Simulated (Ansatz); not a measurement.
**Lanthanum, diamond under PBE: ground state and equation of state**

What does PBE give for lanthanum in the diamond structure? We relax it, solve it on a dense k-mesh, then scale the cell to 7 volumes from 88 to 112 % of the relaxed one and try a fit of the equation of state. The start is ferromagnetic. The k-meshes are 8×8×8 for the relaxation; 13×13×13 for the dense run; 9×9×9 for the volumes.

Program: Ansatz 0.2.0. Level of theory: DFT PBE, plane waves (420 eV) with PAW, scalar-relativistic. These are calculated values, not measurements.

**1. The structure to begin with**

Symmetry: Fd-3m, No. 227, cubic system. The conventional cell has a = 7.393 Å, b = 7.393 Å, c = 7.393 Å, α = 90.00°, β = 90.00°, γ = 90.00°. La (site symmetry -43m) has 4 La at 3.20 Å as nearest neighbours.

Coordinates:

```cif
data_structure
_symmetry_space_group_name_H-M 'Fd-3m:1'
_symmetry_Int_Tables_number 227
_cell_length_a 7.3931
_cell_length_b 7.3931
_cell_length_c 7.3931
_cell_angle_alpha 90.000
_cell_angle_beta 90.000
_cell_angle_gamma 90.000
_cell_volume 404.09
loop_
_atom_site_label
_atom_site_type_symbol
_atom_site_symmetry_multiplicity
_atom_site_Wyckoff_symbol
_atom_site_fract_x
_atom_site_fract_y
_atom_site_fract_z
_atom_site_occupancy
La1 La 8 b 0.75000 0.75000 0.75000 1
```

The atoms start with moments of +1 ×2 μB.

**2. Relaxation of the cell**

Contents of input.yaml:

```yaml
crystal:
  lattice:
    - [0.0, 3.6965376151, 3.6965376151]
    - [3.6965376151, 0.0, 3.6965376151]
    - [3.6965376151, 3.6965376151, 0.0]
  atoms:
    - { symbol: La, position: [0.125, 0.125, 0.125], spin: 1.0 }
    - { symbol: La, position: [0.875, 0.875, 0.875], spin: 1.0 }
hamiltonian:
  xc: pbe
  pseudopotentials:
    kind: paw
    azcp:
      La: "pseudopotentials/La.paw.azcp"
basis:
  ecutwfc: 420
  fft_grid_basis: typed
kpoints:
  mp_grid: { grid: [8, 8, 8], shift: [0, 0, 0] }
magnetization:
  spin_polarized: true
scf:
  occupations: { method: fermi_dirac, width: 0.05 }
relax:
  max_steps: 60
  f_tol: 0.01
  cell: {}
output:
  write_density: true
  write_potential: true
  elf: true
  volumetric_format: npy
```

Started as:

```sh
> ansatz run input.yaml --threads 2 --pin off --max-ram 6144MiB --backend cpu --events-out ev --progress --plain --runs-dir out
```

Further steps of the session: Single point on a dense mesh; Equation of state: 88 %; Equation of state: 92 %; Equation of state: 96 %; Equation of state: 100 %; Equation of state: 104 %; Equation of state: 108 %; Equation of state: 112 %.

Q: Predict the outcome of this session. Wanted: space group; conventional cell; volume; shortest distance; gap on the mesh; magnetic state; relative to dhcp; V₀, B₀, B₀′.

The runs gave:

| quantity | value |
| --- | --- |
| space group (spins left aside) | Fd-3m (No. 227) |
| conventional cell | a = 6.679 Å |
| volume | 37.236 Å³/atom |
| shortest distance | 2.892 Å |
| gap on the mesh | none (levels filled in part) |
| magnetic state | non-magnetic |
| relative to dhcp | +1011 meV/atom |
| V₀, B₀, B₀′ | 37.180 Å³/atom, 45 GPa, 6.0 |

In words: The relaxation shrank the cell by 26.3 % in volume. Against the reference form of lanthanum (dhcp, computed apart with the same settings) it stands 1011 meV/atom higher, so it is far from stable. The moments die out: the run ends non-magnetic. Levels at the Fermi energy are filled in part, as in a metal. B₀ comes out at 45 GPa. Relaxation kept the symmetry; phonons were not checked.
